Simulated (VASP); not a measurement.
Input of a VASP 6.6.1 run:

Contents of INCAR:

```
SYSTEM = ZnS
ALGO = Normal
EDIFF = 1E-8
ENCUT = 600
GGA = CA
IBRION = 8
ISIF = 2
ISMEAR = 0
LASPH = .True.
LCHARG = .False.
LEPSILON = .True.
LREAL = .False.
LWAVE = .False.
NELM = 80
NSW = 1
PREC = Accurate
SIGMA = 0.02
```

Contents of KPOINTS:

```
k-points
0
Gamma
  4 4 4
  0 0 0
```

The input POSCAR:

```
ZnS
1.0
    0.0000000000      2.6509500000      2.6509500000
    2.6509500000      0.0000000000      2.6509500000
    2.6509500000      2.6509500000      0.0000000000
Zn S
1 1
Direct
    0.0000000000      0.0000000000      0.0000000000
    0.7500000000      0.7500000000      0.7500000000
```

Potentials or basis: VASP PAW LDA potentials, release 64 (Zn, S).

Launch:

```sh
$ cat potpaw_LDA.64/Zn/POTCAR potpaw_LDA.64/S/POTCAR > POTCAR
$ mpirun -np 1 vasp_std > vasp.out
```

Problem. Predict the electronic dielectric tensor (diagonal).

Solution. 8.46.

Problem. Estimate the Born charges (mean of the diagonal).

Solution. Zn +2.34; S -2.34 e.

Problem. Estimate the highest phonon frequency at Γ, LO-TO splitting left out.

Solution. 290 cm⁻¹.

Problem. What does it give for the band gap on the k mesh?

Solution. 2.13 eV, direct.

Phonon frequencies in cm⁻¹ (negative: imaginary):
```tsv
q point	frequencies
(0.000, 0.000, 0.000)	-1 -1 -1 290 290 290
```

Caveat: the k mesh is coarse (spacing up to 0.51 Å⁻¹), so the values aren't converged.
